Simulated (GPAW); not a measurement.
# ZnS (Wurtzite-2H) (P6_3mc) in GPAW: settings compared

The runs below take ZnS (Wurtzite-2H) through band structure, with C09-vdW, LDA.

Program: GPAW 26.7.0. These are calculated values, not measurements. Logs are shortened: lines on timing, memory, paths and dates and some standing lists are left out, and cuts for length are marked. The log counts tension as positive stress, the text compression.

**The experiment to reproduce.**

A printed reference work, monograph reports, for a bulk crystal of ZnS at 4 K: band gap 3.911 eV (direct).

How close the calculation comes is told below.

### Step 1. Starting point

Symmetry: P6_3mc, No. 186, hexagonal system. Conventional cell: a = 3.811 Å, b = 3.811 Å, c = 6.234 Å, α = 90.00°, β = 90.00°, γ = 120.00°. Zn (site symmetry 3m) is surrounded by 4 S at 2.31 to 2.40 Å. Around S (site symmetry 3m) lie 4 Zn at 2.31 to 2.40 Å.

### Step 2. Band structure, C09-vdW

File run.py:

```python
from ase.dft.bandgap import bandgap
from ase.io import read, write
from gpaw import GPAW, PW

atoms = read('ZnS.cif')

calc = GPAW(mode=PW(600),
            xc={'name': 'C09-vdW', 'backend': 'libvdwxc'},
            kpts={'size': (6, 6, 3), 'gamma': True},
            occupations={'name': 'fermi-dirac', 'width': 0.05},
            nbands=31,
            convergence={'density': 1e-05, 'energy': 1e-05},
            maxiter=150,
            txt='gpaw.txt')
atoms.calc = calc
energy = atoms.get_potential_energy()
forces = atoms.get_forces()
calc.write('gs.gpw')
write('result.traj', atoms)
print(f'Energy: {energy:.6f} eV')
print('Forces (eV/A):')
print(forces.round(4))
print('Fermi level:', round(calc.get_fermi_level(), 4), 'eV')
print(f'Gap: {bandgap(calc)[0]:.4f} eV, direct: {bandgap(calc, direct=True)[0]:.4f} eV')

path = atoms.cell.bandpath('GMKGALHA,LM,KH', npoints=80, eps=1e-4)
bs_calc = calc.fixed_density(kpts=path, symmetry='off', nbands=48,
                             convergence={'bands': 'CBM+6.0', 'eigenstates': 1e-6}, txt='bands.txt')
bs = bs_calc.band_structure()
bs.write('bs.json')
print(f'Gap on the path: {bandgap(bs_calc)[0]:.4f} eV')
```

File ZnS.cif:

```cif
data_ZnS
_cell_length_a 3.81100000
_cell_length_b 3.81100000
_cell_length_c 6.23400000
_cell_angle_alpha 90.00000000
_cell_angle_beta 90.00000000
_cell_angle_gamma 120.00000000
_space_group_name_H-M_alt 'P6_3mc'
_space_group_name_Hall 'P 6c -2c'
_space_group_IT_number 186
loop_
_space_group_symop_operation_xyz
'x,y,z'
'x-y,x,z+1/2'
'-y,x-y,z'
'-x,-y,z+1/2'
'-x+y,-x,z'
'y,-x+y,z+1/2'
'y,x,z+1/2'
'x,x-y,z'
'x-y,-y,z+1/2'
'-y,-x,z'
'-x,-x+y,z+1/2'
'-x+y,y,z'
loop_
_atom_site_label
_atom_site_type_symbol
_atom_site_symmetry_multiplicity
_atom_site_Wyckoff_symbol
_atom_site_fract_x
_atom_site_fract_y
_atom_site_fract_z
_atom_site_occupancy
Zn1 Zn 2 b 0.6666666667 0.3333333333 0.5000000000 1
S1 S 2 b 0.6666666667 0.3333333333 0.8850000000 1
```

Potentials or basis: GPAW PAW data sets (gpaw-data 1.2.1), pw.

Run with:

```console
> OMP_NUM_THREADS=1 python run.py
```

gpaw.txt:

```text
__  _  _
 | _ |_)|_||  |
 |__||  | ||/\| - 26.7.0

Input parameters:
  mode=PW(ecut=600.0),
  convergence={'density': 1e-05, 'energy': 1e-05},
  kpts=MonkhorstPack(size=(6, 6, 3), gamma=True),
  maxiter=150,
  nbands=31,
  occupations=Occupations(name='fermi-dirac', width=0.05),
  xc=XC(name='C09-vdW', backend='libvdwxc')

Diagonalizing LCAO Hamiltonian
Converting LCAO to pw mode

            S

            Zn
        S

        Zn

Atoms  # Å, Bohr magnetons
|   | symbol |        x |        y |        z |    initial magnetic moments |
|---|--------|----------|----------|----------|-----------------------------|
| 0 |     Zn | 1.905500 | 1.100141 | 3.117000 | ( 0.0000,  0.0000,  0.0000) |
| 1 |     Zn | 0.000000 | 2.200282 | 0.000000 | ( 0.0000,  0.0000,  0.0000) |
| 2 |      S | 1.905500 | 1.100141 | 5.517090 | ( 0.0000,  0.0000,  0.0000) |
| 3 |      S | 0.000000 | 2.200282 | 2.400090 | ( 0.0000,  0.0000,  0.0000) |

Unit cell  # Å
| periodic |         x |        y |        z |  lengths |     angles |
|----------|-----------|----------|----------|----------|------------|
|      yes |  3.811000 | 0.000000 | 0.000000 | 3.811000 |  90.000000 |
|      yes | -1.905500 | 3.300423 | 0.000000 | 3.811000 |  90.000000 |
|      yes |  0.000000 | 0.000000 | 6.234000 | 6.234000 | 120.000000 |

Number of symmetries: 6
Symmetry operations  # r_c * U_cc + t_c -> r_c
|   | kind |            matrix            |
|---|------|------------------------------|
| 0 |  σ   |  1, 1, 0,  0,-1, 0,  0, 0, 1 |
| 1 |  E   |  1, 0, 0,  0, 1, 0,  0, 0, 1 |
| 2 |  C3  |  0, 1, 0, -1,-1, 0,  0, 0, 1 |
| 3 |  σ   |  0,-1, 0, -1, 0, 0,  0, 0, 1 |
| 4 |  σ   | -1, 0, 0,  1, 1, 0,  0, 0, 1 |
| 5 |  C3  | -1,-1, 0,  1, 0, 0,  0, 0, 1 |

BZ-sampling:
  Number of BZ points: 108
  Number of IBZ points: 17

  Monkhorst-Pack size: [6, 6, 3]
  Monkhorst-Pack shift: [0.08333333333333333, 0.08333333333333333, 0.0]

K-points  # in reciprocal-cell coordinates
|     |                                coordinates |     weight |
|-----|--------------------------------------------|------------|
|   0 | (  0.00000000,   0.00000000,   0.00000000) | 0.00925926 |
|   1 | (  0.00000000,   0.00000000,   0.33333333) | 0.01851852 |
|   2 | (  0.16666667,   0.00000000,  -0.33333333) | 0.05555556 |
|   3 | (  0.16666667,   0.00000000,   0.00000000) | 0.05555556 |
|   4 | (  0.16666667,   0.00000000,   0.33333333) | 0.05555556 |
|   5 | (  0.33333333,  -0.16666667,   0.00000000) | 0.05555556 |
|   6 | (  0.33333333,  -0.16666667,   0.33333333) | 0.11111111 |
|   7 | (  0.33333333,   0.00000000,  -0.33333333) | 0.05555556 |
|   8 | (  0.33333333,   0.00000000,   0.00000000) | 0.05555556 |
|   9 | (  0.33333333,   0.00000000,   0.33333333) | 0.05555556 |
| ... |                                            |            |
|  16 | (  0.50000000,   0.50000000,   0.33333333) | 0.05555556 |

Plane wave coefficients: 2641
Cutoff: 600.0 eV

Spin-components: 1 (collinear spins)
Bands:           31
Projectors:      22
Spin-degeneracy: 2
Datatype:        complex128

Parallelization:
  kpt:    1
  domain: 1
  band:   1

Density:
  Valence electrons: 36.0
  Components: 1
  Grid points: [24 24 36]
  Charge: 0.0  # |e|

Potential:
  Grid points: [24 24 36]

species:
  Zn:
    name:    Zinc
    Z:       30.0
    valence: 12
    core:    18
    charge:  0.0  # [|e|]
    compensation charges:
      type: gauss
      rc: 0.37  # [Å]
      lmax: 2
    cutoffs:
      filter: 2.14  # [Å]
      core: 2.28  # [Å]
    projectors
    | kind |    occ | energy [eV] | rcut [Å] |
    |------|--------|-------------|----------|
    |   4s |  2.000 |      -5.977 |    1.286 |
    |   4p |  0.000 |      -1.117 |    1.270 |
    |   3d | 10.000 |     -10.142 |    1.180 |
    |    s |        |      21.234 |    1.286 |
    |    p |        |      26.095 |    1.270 |
    |    d |        |      17.070 |    1.180 |

    Using partial waves for Zn as LCAO basis

  S:
    name:    Sulfur
    Z:       16.0
    valence: 6
    core:    10
    charge:  0.0  # [|e|]
    compensation charges:
      type: gauss
      rc: 0.24  # [Å]
      lmax: 2
    cutoffs:
      filter: 1.77  # [Å]
      core: 1.66  # [Å]
    projectors
    | kind |    occ | energy [eV] | rcut [Å] |
    |------|--------|-------------|----------|
    |   3s |  2.000 |     -17.254 |    0.974 |
    |   3p |  4.000 |      -7.008 |    0.979 |
    |    s |        |       9.957 |    0.974 |
    |    p |        |      20.203 |    0.979 |
    |    d |        |       0.000 |    0.900 |

    Using partial waves for S as LCAO basis

Reference energy: -119437.893101  # eV

eigensolver:
  PPCG
  Converge bands: occupied
  niter=2

density mixing:
  MSR1-Mixer
  Pratt-step length: 0.05
  Maximum mixing coefficient: 0.75
  Old densities: 10
  SVD Regularization: 0.005
  Good broyden scale: 1.0
  Trust region scale: 1.0
  Backstep threshold: 4.0
  History deletion threshold: 6.0
  Fourier metric: weight=20.0, sigma=0.015

occupation numbers:
  Fermi-Dirac:
    width: 0.0500  # eV

poisson solver:
  ecut: 4800.0  # eV

xc functional:
  name: vdW-C09 with libvdwxc
  Mode: serial
  Semilocal: GGA_X_C09X+LDA_C_PW with 2 nearest neighbor stencil
  Corresponding non-local functional: vdW-DF
  Local blocksize: 48 x 48 x 72
  PAW datasets: PBE

convergence criteria:
- Maximum integral of absolute [dens]ity change: 1e-05 electrons / valence electron
- Maximum [total energy] change in last 3 cyles: 1e-05 eV / valence electron
- Maximum integral of absolute [eigenst]ate change: 4e-08 eV^2 / valence electron
maximum number of iterations: 150

SCF iterations
|iter     | |      energy | eigst |  dens |
|---------|-|-------------|-------|-------|
|iter:   1| |   54.495266 | +0.06 |       |
|iter:   2| |   54.639309 | -1.55 | -1.20 |
|iter:   3| |   55.146366 | -1.34 | -1.25 |
|iter:   4| |   55.145816 | -2.53 | -1.83 |
|iter:   5| |   55.143632 | -3.64 | -2.28 |
|iter:   6| |   55.143811 | -4.13 | -2.99 |
|iter:   7| |   55.143776c| -4.91 | -3.58 |
|iter:   8| |   55.143766c| -5.83 | -3.93 |
|iter:   9| |   55.143766c| -7.90c| -4.91 |
|iter:  10| |   55.143766c| -8.82c| -5.19c|

Converged in 10 steps
Energy contributions relative to reference atoms: (reference = -119437.893101)

Energy contributions:
  Kinetic:          25.581284
  Coulomb:         -21.733974
  Zero:             -0.005220
  External:          0.000000
  Xc:               51.301676
  Entropy:          -0.000000
  Spinorbit:         0.000000
  ----------------------------
  Free energy:      55.143766
  Extrapolated:     55.143766

dipole moment: (-0.000001, 0.000001, -7.410446)  # |e|*Ang

Fermi level: 4.740
Eigenvalues  # (at kpt = [0.000, 0.000, 0.000])
| band index |      eig [eV] | occ [0-2] |
|------------|---------------|-----------|
|          0 |        -9.399 |     2.000 |
|        ... |               |           |
|         10 |        -2.204 |     2.000 |
|         11 |        -2.038 |     2.000 |
|         12 |        -1.445 |     2.000 |
|         13 |         2.876 |     2.000 |
|         14 |         2.876 |     2.000 |
|         15 |         3.720 |     2.000 |
[... 8 lines left out ...]
|         24 |        11.293 |     0.000 |
|         25 |        12.893 |     0.000 |
|        ... |               |           |
|         30 |        16.059 |     0.000 |

Gap: 2.202 eV
Transition (v -> c):
  (s=0, k=0, n=17, [0.00, 0.00, 0.00]) -> (s=0, k=0, n=18, [0.00, 0.00, 0.00])
No difference between direct/indirect transitions

Forces  # eV/Ang
|        x |        y |        z |
|----------|----------|----------|
|  0.00000 |  0.00000 |  0.33482 |  # Zn   0
| -0.00000 |  0.00000 |  0.33474 |  # Zn   1
|  0.00000 | -0.00000 | -0.33490 |  # S    2
|  0.00000 |  0.00000 | -0.33476 |  # S    3

# Writing to gs.gpw (mode='')
```

bands.txt:

```text
Diagonalizing LCAO Hamiltonian
Converting LCAO to pw mode
convergence criteria:
- Maximum integral of absolute [eigenst]ate change: 1e-06 eV^2 / valence electron
maximum number of iterations: 150

SCF iterations
|iter     | |      energy | eigst |  dens |
[... 88 lines left out ...]
         [0.5       , 0.        , 0.08333333],
         [0.5       , 0.        , 0.        ],
         [0.33333333, 0.33333333, 0.        ],
         [0.33333333, 0.33333333, 0.08333333],
         [0.33333333, 0.33333333, 0.16666667],
         [0.33333333, 0.33333333, 0.25      ],
         [0.33333333, 0.33333333, 0.33333333],
         [0.33333333, 0.33333333, 0.41666667],
         [0.33333333, 0.33333333, 0.5       ]])),
  maxiter=150,
  nbands=48,
  occupations=Occupations(name='fermi-dirac', width=0.05),
  symmetry=Symmetry(point_group=False, time_reversal=False),
  xc=XC(name='C09-vdW', backend='libvdwxc')
```

Wall time 90 s (1 thread of AMD EPYC 7R13 (Zen 3), shared host); peak memory 0.46 GiB.

What came out:

```
Free energy             : 55.1438 eV
Largest force           : 0.335 eV/Å
Band gap on the k mesh  : 2.20 eV, direct
Band gap along the path : 2.20 eV, direct
```

Forces in eV/Å, atoms in the order of the input:
```
Zn   0.000  0.000  0.335
Zn   0.000  0.000  0.335
S    0.000  0.000 -0.335
S    0.000  0.000 -0.335
```

Levels at the corners of the path, in eV from the valence-band top:
| point | band 14 | band 15 | band 16 | band 17 | band 18 | band 19 | band 20 | band 21 | band 22 | band 23 |
| --- | --- | --- | --- | --- | --- | --- | --- | --- | --- | --- |
| Γ | -0.86 | -0.86 | -0.01 | -0.01 | 0.00 | 2.20 | 2.97 | 6.24 | 6.24 | 6.56 |
| M | -4.22 | -3.17 | -2.25 | -1.58 | -0.98 | 3.53 | 4.23 | 5.06 | 7.05 | 7.35 |
| K | -4.35 | -3.91 | -2.23 | -2.22 | -2.22 | 4.32 | 5.92 | 5.92 | 7.73 | 7.84 |
| Γ | -0.86 | -0.86 | -0.01 | -0.01 | 0.00 | 2.20 | 2.97 | 6.24 | 6.24 | 6.56 |
| A | -2.78 | -0.45 | -0.45 | -0.45 | -0.45 | 3.48 | 3.48 | 6.67 | 6.67 | 6.67 |
| L | -4.92 | -1.66 | -1.66 | -1.53 | -1.53 | 3.53 | 3.53 | 5.08 | 5.08 | 8.90 |
| H | -4.78 | -3.14 | -3.14 | -1.25 | -1.25 | 4.50 | 4.50 | 6.33 | 6.33 | 7.28 |
| A | -2.78 | -0.45 | -0.45 | -0.45 | -0.45 | 3.48 | 3.48 | 6.67 | 6.67 | 6.67 |
| L | -4.92 | -1.66 | -1.66 | -1.53 | -1.53 | 3.53 | 3.53 | 5.08 | 5.08 | 8.90 |
| M | -4.22 | -3.17 | -2.25 | -1.58 | -0.98 | 3.53 | 4.23 | 5.06 | 7.05 | 7.35 |
| K | -4.35 | -3.91 | -2.23 | -2.22 | -2.22 | 4.32 | 5.92 | 5.92 | 7.73 | 7.84 |
| H | -4.78 | -3.14 | -3.14 | -1.25 | -1.25 | 4.50 | 4.50 | 6.33 | 6.33 | 7.28 |

Caveat: the PAW data sets were made with another functional, which shifts forces and pressure a little.

### Step 3. Band structure, LDA

File run.py:

```python
from ase.dft.bandgap import bandgap
from ase.io import read, write
from ase.units import GPa
from gpaw import GPAW, PW, setup_paths

setup_paths.insert(0, '.')

atoms = read('ZnS.cif')

calc = GPAW(mode=PW(600),
            xc='LDA',
            kpts={'size': (6, 6, 3), 'gamma': True},
            occupations={'name': 'fermi-dirac', 'width': 0.05},
            setups={'S': 'jth', 'Zn': 'jth'},
            nbands=-13,
            convergence={'density': 1e-05, 'energy': 1e-05},
            maxiter=150,
            txt='gpaw.txt')
atoms.calc = calc
energy = atoms.get_potential_energy()
forces = atoms.get_forces()
stress = atoms.get_stress()
calc.write('gs.gpw')
write('result.traj', atoms)
print(f'Energy: {energy:.6f} eV')
print('Forces (eV/A):')
print(forces.round(4))
print('Stress (GPa):', (stress / GPa).round(3))
print('Fermi level:', round(calc.get_fermi_level(), 4), 'eV')
print(f'Gap: {bandgap(calc)[0]:.4f} eV, direct: {bandgap(calc, direct=True)[0]:.4f} eV')

path = atoms.cell.bandpath('GMKGALHA,LM,KH', npoints=80, eps=1e-4)
bs_calc = calc.fixed_density(kpts=path, symmetry='off', nbands=-26,
                             convergence={'bands': 'CBM+6.0', 'eigenstates': 1e-6}, txt='bands.txt')
bs = bs_calc.band_structure()
bs.write('bs.json')
print(f'Gap on the path: {bandgap(bs_calc)[0]:.4f} eV')
```

ZnS.cif is that of step 2.

Potentials or basis: JTH PAW 2.0, LDA, pw.

Run with:

```console
> OMP_NUM_THREADS=1 python run.py
```

Run time: 1.8 min. Hardware: 1 thread of AMD EPYC 7R13 (Zen 3), shared host; peak memory 0.41 GiB.

The run converged. Its results:

| Quantity | Value |
| --- | --- |
| Free energy | -16.4271 eV |
| Pressure | -4.4 GPa |
| Largest force | 0.296 eV/Å |
| Band gap on the k mesh | 1.98 eV, direct |
| Band gap along the path | 1.98 eV, direct |

Forces in eV/Å, atoms in the order of the input:
```
Zn   0.000  0.000  0.296
Zn   0.000  0.000  0.295
S    0.000  0.000 -0.296
S    0.000  0.000 -0.295
```

Stress tensor (GPa, compression positive):
```
-3.93  0.00  0.00
 0.00 -3.93  0.00
 0.00  0.00 -5.41
```

Levels at the corners of the path, in eV from the valence-band top:
```csv
point,band 15,band 16,band 17,band 18,band 19,band 20,band 21,band 22
Γ,-0.88,-0.02,-0.02,0.00,1.98,2.77,6.12,6.12
M,-3.22,-2.28,-1.60,-1.00,3.41,4.07,5.00,6.98
K,-3.95,-2.26,-2.26,-2.26,4.25,5.77,5.77,7.66
Γ,-0.88,-0.02,-0.02,0.00,1.98,2.77,6.12,6.12
A,-0.47,-0.47,-0.47,-0.47,3.29,3.29,6.56,6.56
L,-1.69,-1.69,-1.56,-1.56,3.39,3.39,4.97,4.97
H,-3.18,-3.18,-1.27,-1.27,4.35,4.35,6.27,6.27
A,-0.47,-0.47,-0.47,-0.47,3.29,3.29,6.56,6.56
L,-1.69,-1.69,-1.56,-1.56,3.39,3.39,4.97,4.97
M,-3.22,-2.28,-1.60,-1.00,3.41,4.07,5.00,6.98
K,-3.95,-2.26,-2.26,-2.26,4.25,5.77,5.77,7.66
H,-3.18,-3.18,-1.27,-1.27,4.35,4.35,6.27,6.27
```

Caveat: the program truncates these outside data sets.

### Step 4. Comparison with measurements

Step 2. Against the measured gap of ZnS, 3.911 eV (direct; 4 K; a printed reference work, monograph), the calculated 2.20 eV is off by -1.71 eV. The value is that of C09-vdW, without temperature or zero-point motion.

Step 3. Against the measured gap of ZnS, 3.911 eV (direct; 4 K; a printed reference work, monograph), the calculated 1.98 eV is off by -1.93 eV. The value is that of LDA, without temperature or zero-point motion. Semilocal functionals fall short of measured gaps as a rule.
